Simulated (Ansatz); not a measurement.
# ZrN: single point, PBEsol + D3(BJ) (computed with Ansatz 0.2.0, plane waves, PAW)

```yaml
crystal:
  lattice:
    - [0.00000, 2.28423, 2.28423]
    - [2.28423, 0.00000, 2.28423]
    - [2.28423, 2.28423, 0.00000]
  atoms:
    - { symbol: Zr, position: [0.50000, 0.50000, 0.50000] }
    - { symbol: N, position: [0.00000, 0.00000, 0.00000] }
```

Command:

```bash
ansatz run input.yaml --threads 4 --pin off --max-ram 8192MiB --backend cpu --events-out ev --progress --plain --runs-dir out
```

Input file:

```yaml
crystal:
  lattice:
    - [0.0, 2.2842273067, 2.2842273067]
    - [2.2842273067, 0.0, 2.2842273067]
    - [2.2842273067, 2.2842273067, 0.0]
  atoms:
    - { symbol: Zr, position: [0.5, 0.5, 0.5] }
    - { symbol: "N", position: [0.0, 0.0, 0.0] }
basis:
  ecutwfc: 420
  ecutrho_ratio: 4
kpoints:
  mp_grid: { grid: [8, 8, 8] }
hamiltonian:
  xc: pbesol
  dispersion: d3bj
scf:
  occupations: { method: gaussian, width: 0.05 }
output:
  forces: true
  stress: true
  eigenvalues: true
```

Output (shortened):

```
Engine: ansatz 0.2.0, aarch64-unknown-linux-gnu
Crystal: 2 atoms, lattice volume = 23.837 Å³
Basis set: ecut = 420 eV, 459 PW (Γ), exchange–correlation on 48×48×48 points (8 copies of the dense FFT grid, shifted against one another)
Bands: 13, of which v1, the nominal top of the filled ones, is band 9 counted from 1 (8 counted from 0)
Symmetry: 48 space group operations
Space group: Fm-3m (ITA 225), of the structure as read, at distance tolerance 2.9e-5 Å
k-points: 29 of 512
Initial wavefunctions: pseudopotential atomic-orbital guess
Functional: x = pbesol(κ = 0.804, μ = 0.12345679012345678), c = pbesol(β = 0.046)
SCF iter   1: F=—  HF=-4511.802674 eV  |F-HF|=—  |Δ(HF+E_count)|=         —  Δρ=1.06e-2  dr2=2.62e-2  ethr=1.77e-3  ⟨swp⟩=5.1  Hψ=1853  notcnv=0
[…]
SCF iter   3: F=—  HF=-4511.796099 eV  |F-HF|=—  |Δ(HF+E_count)|=   3.62e-4  Δρ=4.74e-4  dr2=3.54e-5  ethr=1.12e-5  ⟨swp⟩=2.0  Hψ=444  notcnv=0  defer=11
SCF iter   4: F=—  HF=-4511.796094 eV  |F-HF|=—  |Δ(HF+E_count)|=   5.86e-6  Δρ=9.03e-5  dr2=1.07e-6  ethr=2.08e-7  ⟨swp⟩=2.4  Hψ=479  notcnv=0  defer=11
iter 5 did not close the SCF: its close was put off for the readings that it lacked (scf_convergence_deferred on its scf_iter line)
SCF iter   5: F=-4511.796094 eV  HF=-4511.796094 eV  |F-HF|=1.75e-9  |Δ(HF+E_count)|=   1.47e-7  Δρ=6.53e-6  dr2=3.84e-9  ethr=6.29e-9  ⟨swp⟩=2.4  Hψ=495  notcnv=0  defer=11
SCF iter   6: F=-4511.796094 eV  HF=-4511.796094 eV  |F-HF|=2.00e-11  |Δ(HF+E_count)|=   2.10e-9  Δρ=8.20e-7  dr2=4.69e-11  ethr=2.26e-11  ⟨swp⟩=2.9  Hψ=1266  notcnv=0
SCF 1 converged in 6 iterations: F = -4511.796094 eV  dr2 = 4.69e-11
  greatest PAW one-centre occupation: 0.996 electrons in one spin orbital (limit 2), on the Zr atom at site 0 (counted from 0), in its partial waves of l = 0
SCF converged after 6 iterations
Free energy (F): -4511.796094 eV
Harris-Foulkes:  -4511.796094 eV  (|F-HF|=2.00e-11)
Internal energy: -4511.794234 eV  (E = F + TS)
E sigma→0 (E₀):  -4511.795164 eV
Entropy (-TS):   -0.001860 eV (-0.930 meV/atom)
Fermi energy:    17.720123 eV
--- Forces (eV/Å), atoms counted from 1 ---
  atom   1  Zr     0.00000000    -0.00000000    -0.00000000
  atom   2  N     -0.00000000     0.00000000    -0.00000000
--- Stress (GPa, compression-positive) ---
       -8.360959       0.000000       0.000000
        0.000000      -8.360959       0.000000
        0.000000       0.000000      -8.360959
  P = ⅓ Tr σ = -8.3610 GPa (-83.610 kbar)
```

In short: gap on the mesh zero (metallic on this mesh); pressure -8.4 GPa; dispersion energy -0.844 eV a cell; this cell is the start of a search for zero pressure at this level, not its equilibrium.

Time: 0.33 s on 4 threads of Arm Neoverse V2 (shared host), peak memory 0.28 GiB.

Caveats: the run has a pressure over 8 GPa or diagonal stresses over 5 GPa apart.
